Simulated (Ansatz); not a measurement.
# I (Fmmm) in Ansatz: notebook

The runs below take I through relaxation of cell and atoms, with PBEsol.

Program: Ansatz 0.2.0. These are calculated values, not measurements. Logs are shortened: lines on timing, memory, paths and dates and some standing lists are left out, and cuts for length are marked.

## Step 1: The crystal as given

The structure is orthorhombic, space group Fmmm (No. 69). The conventional cell has a = 4.384 Å, b = 4.731 Å, c = 7.820 Å, α = 90.00°, β = 90.00°, γ = 90.00°. I (site symmetry mmm) is surrounded by 4 I at 3.23 Å.

## Step 2: Relaxation of cell and atoms, PBEsol

The input, input.yaml:

```yaml
crystal:
  lattice:
    - [0.0, 2.3656004428, 3.9098401324]
    - [2.1922454667, 0.0, 3.9098401324]
    - [2.1922454667, 2.3656004428, 0.0]
  atoms:
    - { symbol: I, position: [0.0, 0.0, 0.0] }
hamiltonian:
  xc: pbesol
  pseudopotentials: { kind: paw }
kpoints:
  mp_grid: { grid: [9, 9, 9] }
scf:
  occupations: { method: fermi_dirac, width: 0.05 }
output:
  forces: true
  stress: true
  eigenvalues: true
  write_density: true
  write_potential: true
  elf: true
  volumetric_format: npy
relax:
  f_tol: 0.01
  max_steps: 40
  cell: { stress_tol: 0.05 }
```

Potentials or basis: Ansatz PAW.

On the command line:

```
ansatz run input.yaml --threads 2 --pin off --max-ram 5632MiB --backend cpu --events-out ev --progress --plain --runs-dir out
```

Log:

```text
Warning: RAYON_NUM_THREADS=2 ignored (pool sized by the plan → 2); use --threads N
Engine: ansatz 0.2.0, x86_64-unknown-linux-gnu
Pseudopotentials: kind: paw
Pseudopotential: I, paw, valence charge 17, recommended cutoff 420 eV (normal), I.paw.azcp
Functional definition: PBEsol
  exchange = pbesol_x
  correlation = pbesol_c
Crystal: 1 atoms, lattice volume = 40.553 Å³
Basis set: ecut = 420 eV, 797 PW (Γ), exchange–correlation on 64×60×48 points (8 copies of the dense FFT grid, shifted against one another)
Bands: 13, of which v1, the nominal top of the filled ones, is band 9 counted from 1 (8 counted from 0)
Symmetry: 8 space group operations
Space group: Fmmm (ITA 69), of the structure as read, at distance tolerance 3.4e-5 Å
k-points: 125 of 729
Non-local potential: I, projectors of the file, l = 0: 2, l = 1: 2, l = 2: 2, l = 3: 2
PAW form: soft (Blöchl's): semilocal exchange-correlation on the pseudo side does not see the compensation charge
PAW frozen core: I, regenerated for the run's functional, and the local potential with it (the file was generated under x = pbe(κ = 0.804, μ = 0.2195149727645171), c = pbe(β = 0.06672455060314922))
PAW one-centre angular grid: I, 590 points (default); XC on 64 Gauss nodes
Initial density: superposition of atomic densities (neutral atoms: chi_scale 0, normalization atom), corrected by the library's trained network
Initial wavefunctions: pseudopotential atomic-orbital guess
Functional: x = pbesol(κ = 0.804, μ = 0.12345679012345678), c = pbesol(β = 0.046)
SCF iter   1: F=—  HF=-7432.191602 eV  |F-HF|=—  |Δ(HF+E_count)|=         —  Δρ=1.67e-3  dr2=8.38e-4  ethr=1.77e-3  ⟨swp⟩=6.1  Hψ=10915  notcnv=0
preconditioner: auto → LDOS  [metal: Δε(μ)=0.037 eV  Ē_g=13.139 eV  σ=0.050 eV  W_gap=0.18  n_scr=10 (ndim 8)  ℏωp=15.4 eV  f_vac=0.087  D(μ)=0.62/eV (n_scr^D=2)  β→1.0]
SCF iter   2: F=—  HF=-7432.191017 eV  |F-HF|=—  |Δ(HF+E_count)|=   5.85e-4  Δρ=4.37e-4  dr2=7.89e-5  ethr=4.93e-6  ⟨swp⟩=2.3  Hψ=3984  notcnv=0
SCF iter   3: F=—  HF=-7432.191010 eV  |F-HF|=—  |Δ(HF+E_count)|=   7.21e-6  Δρ=1.89e-4  dr2=1.12e-5  ethr=4.64e-7  ⟨swp⟩=2.0  Hψ=2593  notcnv=0
SCF iter   4: F=—  HF=-7432.191006 eV  |F-HF|=—  |Δ(HF+E_count)|=   4.41e-6  Δρ=3.16e-5  dr2=4.68e-7  ethr=6.56e-8  ⟨swp⟩=2.0  Hψ=2600  notcnv=0
iter 5 did not close the SCF: its close was put off for the readings that it lacked (scf_convergence_deferred on its scf_iter line)
SCF iter   5: F=-7432.191006 eV  HF=-7432.191006 eV  |F-HF|=4.71e-9  |Δ(HF+E_count)|=   3.19e-8  Δρ=7.47e-6  dr2=1.63e-8  ethr=2.75e-9  ⟨swp⟩=2.0  Hψ=2606  notcnv=0
SCF iter   6: F=-7432.191006 eV  HF=-7432.191006 eV  |F-HF|=8.06e-10  |Δ(HF+E_count)|=  4.09e-10  Δρ=1.54e-6  dr2=1.15e-9  ethr=9.60e-11  ⟨swp⟩=6.7  Hψ=10157  notcnv=0
SCF 1 converged in 6 iterations: F = -7432.191006 eV  dr2 = 1.15e-9
relax step   1: F+E_penalty+E_count = -7432.19100570 eV  Δ(F+E_penalty+E_count) = +0.000e0 eV  max|allowed force component| = 0.000e0 eV/Å  Δτ_max = 0.0000 Å  P = -1.402 GPa  Ω = 40.553 Å³  (6 SCF iters, dr2 threshold 1.00e-7 eV, accepted)
Crystal: 1 atoms, lattice volume = 38.975 Å³
Basis set: ecut = 420 eV, 781 PW (Γ), exchange–correlation on 64×60×48 points (8 copies of the dense FFT grid, shifted against one another)
Initial density: handed on by an earlier stage of this run
Initial wavefunctions: those handed on with the density
iter 1 solved again at ethr=9.93e-7 eV; its pass at ethr=3.10e-3 eV (dr2=1.69e-4 eV) is discarded
SCF iter   1: F=—  HF=-7432.200266 eV  |F-HF|=—  |Δ(HF+E_count)|=         —  Δρ=5.62e-4  dr2=1.55e-4  ethr=9.93e-7  ⟨swp⟩=2.0  Hψ=14089  notcnv=0
preconditioner: auto → Kerker (q_TF=auto, 2.376 Å⁻¹)  [metal: Δε(μ)=0.040 eV  Ē_g=13.303 eV  σ=0.050 eV  W_gap=0.19  n_scr=10 (ndim 8)  ℏωp=15.7 eV  f_vac=0.044  D(μ)=0.55/eV (n_scr^D=0)]
SCF iter   2: F=—  HF=-7432.200242 eV  |F-HF|=—  |Δ(HF+E_count)|=   2.39e-5  Δρ=3.68e-4  dr2=7.24e-5  ethr=9.14e-7  ⟨swp⟩=1.0  Hψ=1625  notcnv=0
[... 41 lines left out ...]
SCF iter   3: F=-7432.202354 eV  HF=-7432.202354 eV  |F-HF|=1.28e-8  |Δ(HF+E_count)|=   4.48e-7  Δρ=6.28e-6  dr2=1.15e-8  ethr=1.52e-10  ⟨swp⟩=8.2  Hψ=11223  notcnv=0
SCF 6 converged in 3 iterations: F = -7432.202354 eV  dr2 = 1.15e-8
relax step   6: F+E_penalty+E_count = -7432.20235357 eV  Δ(F+E_penalty+E_count) = -4.210e-5 eV  max|allowed force component| = 0.000e0 eV/Å  Δτ_max = 0.0000 Å  P = +0.032 GPa  Ω = 37.469 Å³  energy of the carried Pulay correction = +4.360e-4 eV  (3 SCF iters, dr2 threshold 3.01e-8 eV, accepted)
Crystal: 1 atoms, lattice volume = 37.411 Å³
Basis set: ecut = 420 eV, 741 PW (Γ), exchange–correlation on 64×60×48 points (8 copies of the dense FFT grid, shifted against one another)
iter 1 solved again at ethr=2.78e-7 eV; its pass at ethr=3.10e-3 eV (dr2=4.73e-5 eV) is discarded
SCF iter   1: F=—  HF=-7432.202448 eV  |F-HF|=—  |Δ(HF+E_count)|=         —  Δρ=4.17e-4  dr2=5.10e-5  ethr=2.78e-7  ⟨swp⟩=3.0  Hψ=14041  notcnv=0
preconditioner: auto → Kerker (q_TF=auto, 2.392 Å⁻¹)  [metal: Δε(μ)=0.045 eV  Ē_g=13.406 eV  σ=0.050 eV  W_gap=0.21  n_scr=10 (ndim 8)  ℏωp=16.1 eV  f_vac=0.007  D(μ)=0.54/eV (n_scr^D=0)]
SCF iter   2: F=—  HF=-7432.202436 eV  |F-HF|=—  |Δ(HF+E_count)|=   1.18e-5  Δρ=2.27e-4  dr2=1.66e-5  ethr=2.78e-7  ⟨swp⟩=1.0  Hψ=1625  notcnv=0
SCF iter   3: F=—  HF=-7432.202430 eV  |F-HF|=—  |Δ(HF+E_count)|=   6.70e-6  Δρ=2.61e-5  dr2=4.57e-7  ethr=9.74e-8  ⟨swp⟩=2.0  Hψ=1938  notcnv=0
SCF iter   4: F=—  HF=-7432.202430 eV  |F-HF|=—  |Δ(HF+E_count)|=   1.04e-7  Δρ=8.28e-6  dr2=5.74e-8  ethr=2.69e-9  ⟨swp⟩=2.1  Hψ=2013  notcnv=0
SCF iter   5: F=-7432.202430 eV  HF=-7432.202430 eV  |F-HF|=1.72e-9  |Δ(HF+E_count)|=   7.09e-9  Δρ=3.31e-6  dr2=6.52e-9  ethr=1.18e-10  ⟨swp⟩=8.6  Hψ=9477  notcnv=0
SCF 7 converged in 5 iterations: F = -7432.202430 eV  dr2 = 6.52e-9
relax step   7: F+E_penalty+E_count = -7432.20242976 eV  Δ(F+E_penalty+E_count) = -7.619e-5 eV  max|allowed force component| = 0.000e0 eV/Å  Δτ_max = 0.0000 Å  P = -0.003 GPa  Ω = 37.411 Å³  energy of the carried Pulay correction = +4.435e-4 eV  (5 SCF iters, dr2 threshold 2.01e-8 eV, accepted)
Basis set: ecut = 420 eV, 741 PW (Γ), exchange–correlation on 60×60×48 points (8 copies of the dense FFT grid, shifted against one another)
Initial wavefunctions: pseudopotential atomic-orbital guess (no wavefunctions were taken with the density)
iter 1 solved again at ethr=8.08e-7 eV; its pass at ethr=3.10e-3 eV (dr2=1.37e-4 eV) is discarded
SCF iter   1: F=—  HF=-7432.201988 eV  |F-HF|=—  |Δ(HF+E_count)|=         —  Δρ=6.59e-5  dr2=2.46e-7  ethr=8.08e-7  ⟨swp⟩=2.5  Hψ=14902  notcnv=0
eigensolver tolerance schedule: the retry pair's looser diagonalisation over-reported the residual by 558.04 of it (diagonalisation noise at 0.17 of the residual, at the tolerance the schedule requests for it); recorded, not acted on — ethr = c·dr2/N_el stays at c = 1.0e-1
preconditioner: auto → Kerker (q_TF=auto, 2.392 Å⁻¹)  [metal: Δε(μ)=0.063 eV  Ē_g=13.406 eV  σ=0.050 eV  W_gap=0.28  n_scr=10 (ndim 8)  ℏωp=16.1 eV  f_vac=0.007  D(μ)=0.54/eV (n_scr^D=0)]
SCF iter   2: F=—  HF=-7432.201988 eV  |F-HF|=—  |Δ(HF+E_count)|=   5.54e-7  Δρ=3.39e-5  dr2=6.94e-8  ethr=1.44e-9  ⟨swp⟩=2.0  Hψ=2678  notcnv=0
SCF iter   3: F=—  HF=-7432.201988 eV  |F-HF|=—  |Δ(HF+E_count)|=   5.50e-8  Δρ=5.02e-6  dr2=5.96e-9  ethr=4.08e-10  ⟨swp⟩=2.0  Hψ=2686  notcnv=0
SCF iter   4: F=—  HF=-7432.201988 eV  |F-HF|=—  |Δ(HF+E_count)|=  8.37e-11  Δρ=6.99e-7  dr2=3.68e-10  ethr=3.51e-11  ⟨swp⟩=2.0  Hψ=2099  notcnv=0
SCF iter   5: F=—  HF=-7432.201988 eV  |F-HF|=—  |Δ(HF+E_count)|=  5.82e-11  Δρ=3.53e-7  dr2=1.26e-10  ethr=2.16e-12  ⟨swp⟩=2.0  Hψ=2702  notcnv=0
SCF iter   6: F=-7432.201988 eV  HF=-7432.201988 eV  |F-HF|=1.82e-12  |Δ(HF+E_count)|=  7.28e-12  Δρ=9.94e-8  dr2=4.85e-12  ethr=1.00e-12  ⟨swp⟩=5.1  Hψ=8269  notcnv=0
SCF 8 converged in 6 iterations: F = -7432.201988 eV  dr2 = 4.85e-12
relax step   8: F+E_penalty+E_count = -7432.20198798 eV  Δ(F+E_penalty+E_count) = +4.418e-4 eV  max|allowed force component| = 0.000e0 eV/Å  Δτ_max = 0.0000 Å  P = -0.004 GPa  Ω = 37.411 Å³  stress off target by 1.25e-2 GPa  SCF on the basis re-selected at this cell (its energy is not comparable with the rows above)  (6 SCF iters)
basis re-selected at this cell: Δ(F+E_penalty+E_count) = +4.418e-4 eV, ΔP = -0.002 GPa vs the last step (what re-selecting the basis moved, of the pressure what is left beyond the Pulay correction that the steps carried, after the strain that the cell walked since its last selection, with what the two solves' SCF thresholds leave and, on support functions, any second-order correction that the steps lacked; it is no measure of the basis error at this ecutwfc). The dense FFT grid was sized anew with the basis: this SCF ran on 30×30×24 points, the steps before it on 32×30×24, so part of this shift can come from that change (see relax.cell in the input reference). This SCF's stress stands 1.25e-2 GPa from its target on what of the cell is left free (relax.cell.stress_tol is 5.00e-2 GPa) and its largest allowed force component is 0.00e0 eV/Å (relax.f_tol is 1.00e-2 eV/Å): within both
SCF converged after 6 iterations
Free energy (F): -7432.201988 eV
Harris-Foulkes:  -7432.201988 eV  (|F-HF|=1.82e-12)
Internal energy: -7432.197351 eV  (E = F + TS)
E sigma→0 (E₀):  -7432.199669 eV
Entropy (-TS):   -0.004637 eV (-4.637 meV/atom)
Fermi energy:    6.916850 eV
--- Per-component energies (eV) ---
  E_band       = -373.982596
  E_kinetic    = 189.021032
  E_local      = -1895.847673  (includes V_loc(G=0)·N_el)
  E_nonlocal   = -90.389280
  E_hartree    = 982.395835
  E_xc         = -127.101769
  E_vxc        = -128.276727  (∫ρ·V_xc dr)
  E_paw        = -4734.429303  (= ΣΔE_a)
  E_vpaw       = -413.281582  (= ΣTr[D̂ρ^β])
  E_aug_tail   = 0.000012  (compensation charges beyond the density's cutoff)
  E_ewald      = -1756.258346
  E_core_change = 0.412142  (= ΣΔE_core)
  E_smearing   = -0.004637  (= −TS)
  E_closure    = 0.000000  (closes the sum)
  Σ components = -7432.201988   (vs F -7432.201988, Δ=0.00e0)
--- Forces (eV/Å), atoms counted from 1 ---
  atom   1  I      0.00000000    -0.00000000    -0.00000000
  max |Σ_I F_I| component: 2.76e-30 eV/Å
--- Stress (GPa, compression-positive) ---
       -0.000411       0.000000      -0.000000
        0.000000      -0.012455       0.000000
       -0.000000      -0.000000      -0.000483
  P = ⅓ Tr σ = -0.0044 GPa (-0.044 kbar)
--- Band table (eV; the first three rows and the last of 125) ---
  k-point 0: bands = ["-38.5032", "-38.4747", "-38.2906", "-38.2659", "-38.2240", "-7.3619", "5.0551", "7.8243", "8.0348", "11.3913", "14.4715", "15.3075", "19.0124"]
  k-point 1: bands = ["-38.5004", "-38.4756", "-38.2911", "-38.2663", "-38.2229", "-7.2165", "5.0168", "6.7263", "8.0254", "11.7959", "14.8957", "16.3300", "16.7632"]
  k-point 2: bands = ["-38.4933", "-38.4777", "-38.2923", "-38.2672", "-38.2201", "-6.8077", "4.4731", "5.0929", "8.2608", "12.5254", "14.8974", "15.3090", "19.2536"]
  k-point 124: bands = ["-38.5004", "-38.4756", "-38.2908", "-38.2660", "-38.2226", "-6.8678", "2.4867", "6.3950", "7.7327", "14.0504", "15.4285", "17.8189", "21.8677"]
--- Relaxed structure (7 steps of the walk, 7 accepted, 1 SCFs on fresh bases) ---
  F+E_penalty+E_count = -7432.20198798 eV   max|allowed force component| = 0.000e0 eV/Å   (the final SCF, on the basis selected at the relaxed cell)
  cell:  # Å, volume = 37.4106 Å³
    - [7.611820716665597e-32, 2.306054864571448, 3.7231382664058583]
    - [2.178643579304226, -1.5827238771872553e-17, 3.7231382664058583]
    - [2.178643579304226, 2.306054864571448, -9.576075179334878e-18]
  atoms:
    - { symbol: I, position: [0.0, 0.0, 0.0] }
```

Wall time 5.8 s (2 threads of AMD EPYC 9R45 (Zen 5), shared host); peak memory 0.44 GiB.

Results:

```
Free energy                            : -7432.2020 eV
Relaxed volume                         : 37.41 Å³/atom
Relaxed cell                           : a = 4.379 Å, b = 4.314 Å, c = 3.172 Å, α = 69.71°, β = 67.50°, γ = 42.80°
Space group after relaxing (to 0.05 Å) : Fmmm (No. 69)
Energy gained by relaxing              : 11.0 meV/atom
Ionic steps                            : 8
Pressure after relaxing                : 0.0 GPa
Band gap on the k mesh                 : none (metal or under the smearing width)
```

Step by step:
```tsv
step	energy change (eV)	largest force (eV/Å)	volume (Å³)
1	0.0000	0.0000	40.55
2	-0.0092	0.0000	38.97
3	-0.0100	0.0000	38.51
4	-0.0112	0.0000	37.24
5	-0.0113	0.0000	37.46
6	-0.0113	0.0000	37.47
7	-0.0114	0.0000	37.41
8	-0.0110	0.0000	37.41
```

Final structure:
```cif
data_structure
_symmetry_space_group_name_H-M 'P 1'
_symmetry_Int_Tables_number 1
_cell_length_a 4.3795
_cell_length_b 4.3137
_cell_length_c 3.1724
_cell_angle_alpha 69.706
_cell_angle_beta 67.495
_cell_angle_gamma 42.799
_cell_volume 37.41
loop_
_atom_site_label
_atom_site_type_symbol
_atom_site_fract_x
_atom_site_fract_y
_atom_site_fract_z
_atom_site_occupancy
I1 I 0.00000 0.00000 0.00000 1
```

Levels at points of the mesh, in eV from the Fermi level:
| k point | band 7 | band 8 | band 9 | band 10 | band 11 | band 12 |
| --- | --- | --- | --- | --- | --- | --- |
| (0.00, 0.00, 0.00) | -1.86 | 0.91 | 1.12 | 4.47 | 7.55 | 8.39 |

Caveat: the plane-wave basis is chosen anew once the cell has moved, so the energies of steps on either side of that aren't comparable; an odd number of electrons without spin polarisation forces a metal; a magnetic or distorted state may lie lower; the PAW data sets come from PBE, with cores solved anew for the run's functional, which leaves a small shift of forces and pressure. Spin-orbit coupling is left out, which matters for the levels of I.

(Part 1 of 3 ends here.)
